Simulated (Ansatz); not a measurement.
# 1T-PbSTe monolayer in a perpendicular field, part 2 of 2

What dipole does a perpendicular field induce in the 1T-PbSTe monolayer? A positive field points along +c.

Ansatz 0.2.0; plane-wave DFT, PBE-D3(BJ), Ansatz PAW.

So far. Step 2 (Relaxing the slab): The lattice constant a goes from 3.646 to 3.771 Å.

## (3) Single point, field 0

A sawtooth potential applies the field, turning back in the middle of the vacuum. With the dipole correction the typed value is the field outside the slab. The induced dipole is small, so the SCF threshold is tight.

The cell differs from the one that the last finished run ended in (c 36.633 → 22.048 Å).

The input, input.yaml:

```yaml
crystal:
  lattice:
    - [3.7706306957, 0.0, 0.0]
    - [-1.8853153478, 3.2654619708, 0.0]
    - [0.0, 0.0, 22.0478882029]
  atoms:
    - { symbol: Te, position: [0.6666666667, 0.3333333333, 0.4082023601] }
    - { symbol: Pb, position: [0.0, 0.0, 0.5216021548] }
    - { symbol: S, position: [0.3333333333, 0.6666666667, 0.5917976399] }
kpoints:
  mp_grid: { grid: [18, 18, 1] }
  band_path:
    path: [[0, 0, 0], [0.5, 0, 0], [0.33333333, 0.33333333, 0], [0, 0, 0]]
    npoints: 16
hamiltonian:
  xc: pbe
  dispersion: d3bj
scf:
  occupations: { method: fermi_dirac, width: 0.02585 }
  convergence: { dr2_threshold: 1.0e-10 }
efield:
  axis: 3
  dipole_correction: true
  ramp_position: 0.97
  ramp_width: 0.06
  amplitude: 0
output:
  dos: { projected: true, e_range: [-6, 5] }
  write_potential: true
  write_density: true
  volumetric_format: npy
  elf: true
```

Run with:

```sh
$ ansatz run input.yaml --threads 2 --pin off --max-ram 3072MiB --backend cpu --events-out ev --progress --plain --runs-dir out
```

Numbers of over 12 decimals in the logs are rounded to 6 here.

What it wrote:

```text
[...]
Crystal: 3 atoms, lattice volume = 271.472 Å³
Basis set: ecut = 420 eV, 5341 PW (Γ)
Bands: 22, of which v1, the nominal top of the filled ones, is band 18 counted from 1 (17 counted from 0)
Symmetry: 6 space group operations
[...]
k-points: 37 of 324 (time reversal used)
[...]
SCF iter   1: F=—  HF=-19788.978707 eV  |F-HF|=—  |Δ(HF+E_count)|=         —  Δρ=1.31e-3  dr2=2.42e-2  ethr=1.77e-3  p=-0.052 e·Å  D=-3.50e-2 V/Å  ΔV_dip=0.77 eV  dr2_dipole=4.22e-3  V_vac-E_F(+/−)=5.90/5.13 eV  ⟨swp⟩=10.1  Hψ=5304  notcnv=0
efield: sawtooth ramp at fractional position 0.9700 (set: `efield.ramp_position`, or a place that a band, a saddle search or an elastic batch's reference lends), width 0.0600; the density the first Hamiltonian is built on has a dipole p = -0.052 e·Å; the dipole correction subtracts the counter field D = -3.50e-2 V/Å, which shifts the + side's vacuum level by +0.77 eV against the − side's; the planar-averaged density in the ramp window peaks in size at 8.7e-6 e/Å³
[...]
SCF iter   2: F=—  HF=-19788.979738 eV  |F-HF|=—  |Δ(HF+E_count)|=   1.03e-3  Δρ=8.23e-4  dr2=4.05e-3  ethr=6.72e-5  p=-0.052 e·Å  D=-3.47e-2 V/Å  ΔV_dip=0.76 eV  dr2_dipole=2.91e-4  V_vac-E_F(+/−)=5.96/5.19 eV  ⟨swp⟩=4.0  Hψ=2113  notcnv=0  defer=3
[...]
SCF iter  10: F=-19788.979145 eV  HF=-19788.979145 eV  |F-HF|=7.28e-12  |Δ(HF+E_count)|=  1.46e-11  Δρ=7.57e-8  dr2=1.96e-11  ethr=1.00e-12  p=-0.052 e·Å  D=-3.48e-2 V/Å  ΔV_dip=0.77 eV  dr2_dipole=4.23e-13  V_vac-E_F(+/−)=5.95/5.18 eV  ⟨swp⟩=4.1  Hψ=2197  notcnv=0
SCF 1 converged in 10 iterations: F = -19788.979145 eV  dr2 = 1.96e-11
[...]
NSCF: frozen V_eff on 49 k-points
efield: sawtooth ramp at fractional position 0.9700 (kept from the solve that this one continues, or follows in the run), width 0.0600; the density the first Hamiltonian is built on has a dipole p = -0.052 e·Å; the dipole correction subtracts the counter field D = -3.48e-2 V/Å, which shifts the + side's vacuum level by +0.77 eV against the − side's; the planar-averaged density in the ramp window peaks in size at 1.9e-6 e/Å³
WARN: The output density's exchange-correlation potential varies sharply where the density is thin. Do not read a vacuum level from v_tot or v_xc, or from such a field of the output density. On a cell that repeats whose density bears no net charge and no dipole along the vacuum's axis use v_es (v_loc + v_h of the components); under efield.dipole_correction with no amplitude use v_es + v_field, which holds any externa [...]
SCF converged after 10 iterations
Free energy (F): -19788.979145 eV
[...]
Internal energy: -19788.973281 eV  (E = F + TS)
E sigma→0 (E₀):  -19788.976213 eV
Entropy (-TS):   -0.005864 eV (-1.955 meV/atom)
Fermi energy:    -1.290437 eV
Dipole field:    D = -0.034757 V/Å  (p = -0.052145 e·Å, saw-weighted, corrected)
Work function:   Φ+ = 5.9488 eV   Φ− = 5.1825 eV
Levels:          The Fermi level and band energies are counted from a zero that moves with the ramp; work functions are not
[...]
--- Band table (eV; the first three rows and the last of 37) ---
  k-point 0: bands = [... 14 lower, -2.1644, -2.1644, -1.1865, 0.0218, 0.0218, 2.1268, 3.6457, 3.7396]
  k-point 1: bands = [... 14 lower, -2.3939, -2.2015, -1.0922, -0.2172, -0.0317, 2.2718, 3.4322, 3.7551]
  k-point 2: bands = [... 14 lower, -2.8530, -2.3061, -1.1832, -0.5872, -0.1764, 2.5080, 3.0344, 3.8322]
  k-point 36: bands = [... 14 lower, -4.4750, -4.3991, -3.2332, -2.3123, -1.8702, 1.8715, 2.1037, 3.6924]
```

It took 10 s on 2 threads of Intel Xeon 6975P-C (Granite Rapids), shared host; peak memory 0.68 GiB.

This step gave:

| Quantity | Value |
| --- | --- |
| energy at zero smearing | -19788.9762 eV |
| work function, upper face | 5.949 eV |
| work function, lower face | 5.182 eV |
| dipole along the normal | -0.05214 e·Å |
| step between the vacuum levels | 0.7663 eV |

Running mean over a fixed 2.8 Å (it still follows the layers) of the planar mean; the ramp of the sawtooth is left out. Table of electron's electrostatic potential energy less the Fermi level by z:

```
z (Å)  electron's electrostatic potential energy less the Fermi level (eV)
    3                                                                 5.18
    4                                                                 5.18
    5                                                                 5.18
    6                                                                 5.10
    7                                                                 3.90
    8                                                                 1.93
    9                                                             -0.00737
   10                                                                -2.06
   11                                                                -4.72
   12                                                                -6.12
   13                                                                -2.68
   14                                                                 1.84
   15                                                                 5.22
   16                                                                 5.92
   17                                                                 5.95
   18                                                                 5.95
   19                                                                 5.95
```

The density of states has structure finer than the step of the table below, so its rows give means over 0.25 eV, whole bins alone (the curve runs from -6 to 1.99 eV). Peaks (eV: height): -2.910: 4.83, -2.310: 4.56, -1.950: 5.63, -1.670: 5.74, -1.560: 7.00, -1.090: 4.57, 0.200: 4.36.

Table of density of states by energy, zero at the Fermi level; means over each step:

```
energy (eV)  density of states (states/eV a cell)
      -4.50                                     0
      -4.25                                 0.431
      -4.00                                  1.33
      -3.75                                  1.95
      -3.50                                  1.28
      -3.25                                  2.04
      -3.00                                  2.42
      -2.75                                  2.23
      -2.50                                  2.44
      -2.25                                  2.40
      -2.00                                  3.21
      -1.75                                  4.39
      -1.50                                  3.26
      -1.25                                  1.42
      -1.00                                  2.59
      -0.75                                  1.16
      -0.50                                  2.02
      -0.25                                  2.35
       0.00                                  2.93
       0.25                                  2.37
       0.50                                  1.85
       0.75                                  1.45
       1.00                                 0.680
       1.25                                 0.331
       1.50                                     0
```

Projected DOS per atom over height of the atomic layer and energy from the Fermi level. Layers: Te Pb S from below.

Values in states/eV, 22 rows by 3 columns, each cell a mean:
```
0.00 0.00 0.00
0.02 0.00 0.00
0.55 0.02 0.01
0.98 0.17 0.32
1.13 0.27 0.48
1.79 0.40 0.74
1.29 0.36 0.72
0.92 0.07 0.29
1.16 0.12 0.96
1.24 0.30 1.43
1.59 0.59 2.30
0.74 0.38 1.30
0.79 0.44 1.10
0.95 0.63 1.13
0.50 0.54 0.78
0.46 0.55 0.66
0.51 0.43 0.39
0.04 0.03 0.02
0.00 0.00 0.00
0.00 0.00 0.00
0.00 0.00 0.00
0.00 0.00 0.00
```
Columns: height of the atomic layer (Å) from 9 to 13.0 (not evenly spaced); rows upwards: energy from the Fermi level (eV) from -5.96 to 1.96.

The electronic bands at the labelled points (eV, zero at the Fermi level):

```csv
point,band 15,band 16,band 17,band 18,band 19,band 20,band 21,band 22
Γ,-0.87,-0.87,0.10,1.31,1.31,3.42,4.94,5.03
halfway,-1.99,-1.47,-1.44,0.33,0.59,3.08,4.62,5.14
M,-2.89,-1.93,-1.78,-0.48,0.06,2.83,3.72,4.86
halfway,-3.07,-2.52,-1.69,-1.03,-0.22,3.06,3.84,4.51
K,-3.18,-3.11,-1.94,-1.02,-0.58,3.16,3.39,4.98
halfway,-2.35,-1.88,-1.44,-0.31,0.57,3.41,4.16,4.91
Γ,-0.87,-0.87,0.10,1.31,1.31,3.42,4.94,5.03
```

The electronic bands as a text plot (rows in eV, shown from -7.9 to 4.3 only):

```
    4.1 |    **       ****     *****               ***    ***
    3.6 |********         *****     **********************   ****
    3.1 |        ********************************
    2.6 |
    2.0 |
    1.5 |**                                                    **
    1.0 | *******                                        *******
    0.5 |    ***********                         ************
    0.0 |******     ****************         ****     *   *******
   -0.5 |      *        **********  *********      ***   *
   -1.0 |**********               *****************   *** *******
   -1.5 |   ***  ************  ******           ****** ***  *
   -2.0 |      ******   *********    *********** ***********
   -2.5 |**********  ***         ******     *****  *** **********
   -3.0 |          **   *************  *****    *******
   -3.5 |            ***             **************
   -4.1 |               **************
   -4.6 |
   -5.1 |
   -5.6 |
   -6.1 |
   -6.6 |
   -7.1 |************                               *************
   -7.6 |            *******************************
         Γ                   M           K                      Γ
```

ELF in the ca plane at fractional y = 0.000, with atoms of Pb within 0.2 Å of it. It is the smooth field of the valence electrons, not physical close to the nuclei.

Values, 6 rows by 16 columns, each cell a mean:
```
0.00 0.00 0.01 0.07 0.18 0.16 0.34 0.16 0.25 0.06 0.01 0.00 0.00 0.00 0.00 0.00
0.00 0.00 0.03 0.28 0.54 0.40 0.29 0.33 0.36 0.40 0.10 0.00 0.00 0.00 0.00 0.00
0.00 0.00 0.07 0.49 0.62 0.56 0.21 0.19 0.63 0.71 0.26 0.01 0.00 0.00 0.00 0.00
0.00 0.00 0.06 0.45 0.62 0.54 0.23 0.23 0.57 0.66 0.22 0.01 0.00 0.00 0.00 0.00
0.00 0.00 0.02 0.19 0.43 0.31 0.33 0.34 0.29 0.26 0.06 0.00 0.00 0.00 0.00 0.00
0.00 0.00 0.01 0.05 0.12 0.14 0.32 0.08 0.25 0.04 0.01 0.00 0.00 0.00 0.00 0.00
```
Columns run along c (16.0 Å, from fractional 0.19 to 0.92 of the cell), rows up along a (3.8 Å). Atoms in or near the plane, at fractional coordinates: Pb at (0.52, 0.00).

Electrostatic potential energy in the ca plane at fractional y = 0.000, with atoms of Pb within 0.2 Å of it. With pseudopotentials it is smooth inside the atoms' cores, unlike the true potential.

Ten even steps from '0' (-36 eV) to '9' (4 eV), each cell a mean:
```
99999999999999999999998300102799999999999999
99999999999999999999998610015899999999999999
99999999999999999888888865468899999999999999
99999999999999999877789888888889999999999999
99999999999999998766789999998888999999999999
99999999999999998866789988888888999999999999
99999999999999999888889887778899999999999999
99999999999999999998998741137899999999999999
99999999999999999999998400003799999999999999
99999999999999999999997202201789999999999999
```
Columns run along c (16.0 Å, from fractional 0.10 to 0.83 of the cell; values clipped at the 3rd and 97th percentile), rows up along a (3.8 Å). Atoms in or near the plane, at fractional coordinates: Pb at (0.52, 0.00).

Valence density in the ca plane at fractional y = 0.000, with atoms of Pb within 0.2 Å of it. It is the smooth field of the valence electrons, not physical close to the nuclei.

Ten steps, logarithmic in the rise over the least value, from '0' (0.00 × 1e0 e/Å³) to '9' (8.65 × 1e0 e/Å³), each cell a mean:
```
00000000000000000011112579975210000000000000
00000000000000000111112357764211000000000000
00000000000000001222222234433221100000000000
00000000000000011233221112222332100000000000
00000000000000012333321111122332210000000000
00000000000000012233321111122332110000000000
00000000000000001222221223332222100000000000
00000000000000001122212345643211000000000000
00000000000000000111112468874210000000000000
00000000000000000011112589985310000000000000
```
Columns run along c (16.0 Å, from fractional 0.10 to 0.83 of the cell), rows up along a (3.8 Å). Atoms in or near the plane, at fractional coordinates: Pb at (0.52, 0.00).

The work function of the upper face is 5.95 eV.

## (4) Atoms held, field 0.1 V/Å

input.yaml, as its differences from that of step 3:

```diff
@@ -25,5 +25,4 @@
   ramp_width: 0.06
-  amplitude: 0
+  amplitude: 0.1
 output:
-  dos: { projected: true, e_range: [-6, 5] }
   write_potential: true
@@ -31,2 +30 @@
   volumetric_format: npy
-  elf: true
```

What it wrote:

```text
[...]
Crystal: 3 atoms, lattice volume = 271.472 Å³
Basis set: ecut = 420 eV, 5341 PW (Γ)
Bands: 22, of which v1, the nominal top of the filled ones, is band 18 counted from 1 (17 counted from 0)
Symmetry: 6 space group operations
[...]
k-points: 37 of 324 (time reversal used)
[...]
--- Band table (eV; the first three rows and the last of 37) ---
  k-point 0: bands = [... 14 lower, -2.1746, -2.1746, -1.1992, 0.0024, 0.0024, 2.0878, 3.3724, 3.7264]
  k-point 1: bands = [... 14 lower, -2.4031, -2.2118, -1.1065, -0.2361, -0.0510, 2.2305, 3.3386, 3.5609]
  k-point 2: bands = [... 14 lower, -2.8601, -2.3164, -1.2019, -0.6035, -0.1958, 2.4635, 3.0153, 3.5971]
  k-point 36: bands = [... 14 lower, -4.4911, -4.4126, -3.2463, -2.3341, -1.8850, 1.8564, 2.0890, 3.6737]
[key lines of the parts left out:]
SCF converged after 11 iterations
Free energy (F): -19788.976091 eV
Fermi energy:    -1.307680 eV
Dipole field:    D = -0.005943 V/Å  (p = -0.008915 e·Å, saw-weighted, corrected)
```

It took 10 s on 2 threads; peak memory 0.66 GiB; 20 s of CPU time.

The dipole is -0.00892 e·Å, 0.0432 e·Å from its value without field.

## (5) Atoms held, field -0.1 V/Å

input.yaml, as its differences from that of step 4:

```diff
@@ -25,3 +25,3 @@
   ramp_width: 0.06
-  amplitude: 0.1
+  amplitude: -0.1
 output:
```

What it wrote:

```text
[...]
Crystal: 3 atoms, lattice volume = 271.472 Å³
Basis set: ecut = 420 eV, 5341 PW (Γ)
Bands: 22, of which v1, the nominal top of the filled ones, is band 18 counted from 1 (17 counted from 0)
Symmetry: 6 space group operations
[...]
k-points: 37 of 324 (time reversal used)
[...]
--- Band table (eV; the first three rows and the last of 37) ---
  k-point 0: bands = [... 14 lower, -2.1550, -2.1550, -1.1748, 0.0403, 0.0403, 2.1600, 3.7518, 3.7518]
  k-point 1: bands = [... 14 lower, -2.3856, -2.1921, -1.0788, -0.1991, -0.0132, 2.3065, 3.4612, 3.7809]
  k-point 2: bands = [... 14 lower, -2.8467, -2.2966, -1.1654, -0.5718, -0.1580, 2.5441, 3.0482, 3.8447]
  k-point 36: bands = [... 14 lower, -4.4597, -4.3864, -3.2209, -2.2914, -1.8561, 1.8856, 2.1173, 3.7098]
[key lines of the parts left out:]
SCF converged after 11 iterations
Free energy (F): -19788.986519 eV
Fermi energy:    -1.274028 eV
Dipole field:    D = -0.063548 V/Å  (p = -0.095338 e·Å, saw-weighted, corrected)
```

Run time: 10 s. Hardware: 2 threads; peak memory 0.66 GiB; 20 s of CPU time.

The dipole is -0.0953 e·Å, -0.0432 e·Å from its value without field.

## (6) Response, atoms held

This step: plane-wave DFT, PBE-D3(BJ), Ansatz PAW; response to a field along the normal, atoms held (Ansatz 0.2.0).

The dipoles give the slope, and the difference of two potentials shows where the field is screened.

Numbers from this step:

| Property | Result |
| --- | --- |
| equivalent conductor thickness p/(ε₀AE) | 6.350 Å |
| distance between the outer atoms | 4.048 Å |

Table of dipole of the cell by applied field:

| applied field (V/Å) | dipole of the cell (e·Å) |
| --- | --- |
| -0.1000 | -0.0953 |
| 0.0000 | -0.0521 |
| 0.1000 | -0.00892 |

Local field over the applied field, running mean. From the potentials at -0.1 and 0.1 V/Å; running mean over 2.5 Å. The local field over applied field by z:

```
z (Å)  local field over applied field
 4.12                           0.999
 4.56                           0.997
 4.85                           0.995
 5.29                           0.986
 5.59                           0.975
 6.03                           0.940
 6.32                           0.899
 6.76                           0.799
 7.06                           0.707
 7.50                           0.551
 7.79                           0.445
 8.23                           0.294
 8.53                           0.202
 8.97                          0.0900
 9.41                          0.0301
 9.70                          0.0173
10.14                          0.0156
10.44                          0.0156
10.88                          0.0133
11.17                          0.0154
11.61                          0.0267
11.91                          0.0357
12.35                          0.0559
12.64                          0.0888
13.08                           0.185
13.52                           0.326
13.82                           0.431
14.26                           0.591
14.55                           0.695
14.99                           0.831
15.29                           0.898
15.73                           0.957
16.02                           0.977
16.46                           0.991
16.76                           0.996
17.20                           0.999
17.49                           0.999
17.93                           1.000
```

Electrons, planar mean, per unit field. Table of induced electron density by z:

z (Å), induced electron density (e/Å³ per V/Å) and a bar from the least value:
```
      4.5    0.00001 ################
      5.0    0.00003 ################
      5.5    0.00010 ################
      6.0    0.00028 #################
      6.5    0.00073 ###################
      7.0    0.00171 #######################
      7.5    0.00319 #############################
      8.0    0.00335 ##############################
      8.5    0.00105 ####################
      9.0    0.00021 #################
      9.5    0.00058 ##################
     10.0    0.00014 ################
     10.5   -0.00070 #############
     11.0   -0.00033 ##############
     11.5    0.00050 ##################
     12.0    0.00026 #################
     12.5   -0.00064 #############
     13.0   -0.00060 #############
     13.5   -0.00255 #####
     14.0   -0.00373 
     14.5   -0.00224 ######
     15.0   -0.00091 ############
     15.5   -0.00033 ##############
     16.0   -0.00011 ###############
     16.5   -0.00003 ################
     17.0   -0.00001 ################
     17.5    0.00000 ################
```

By hand: between -0.1 and 0.1 V/Å the dipole changes by 0.08642 e·Å, a slope of 0.4321 e·Å²/V. A perfect conductor of thickness t has p = ε₀AEt, so t = 180.95 × 0.4321 / 12.313 = 6.35 Å (e/ε₀ = 180.95 V·Å, A in Å²).

The induced dipole is that of a conductor 6.35 Å thick.

## (7) Summary of results

- gap without field: none
- work function, upper face: 5.95 eV
- step between the vacuum levels: 0.766 eV
- equivalent conductor thickness, atoms held: 6.35 Å

In words: The induced dipole equals that of a perfect conductor 6.35 Å thick, while the outer atoms lie 4.05 Å apart. The two faces differ: the vacuum level above lies 0.77 eV higher than the one below. There is no gap over 0.03 eV, with or without the field. Spin-orbit coupling is left out, which matters for the bands of elements this heavy.

[Logs are printed without paths, hosts, clocks, repeated set-up lines and the standing remarks that a program may print on its own settings, such as how far it seeks lower states.]

[Hosts, paths, dates, database ids (printed as entryN), source tags and the programs' standing remarks are cut or masked in the printed files.]

[Maps of the electrostatic potential energy from Ansatz leave out the sawtooth potential of an applied field or a dipole correction, so their vacuum need not be flat; planar profiles and work functions include it.]

[The density of states shown here was stored with 400 of the rows of the run's finer table, so its peaks can read low, often by over a quarter, or be missed, and its means over a window can be off by a tenth or more.]
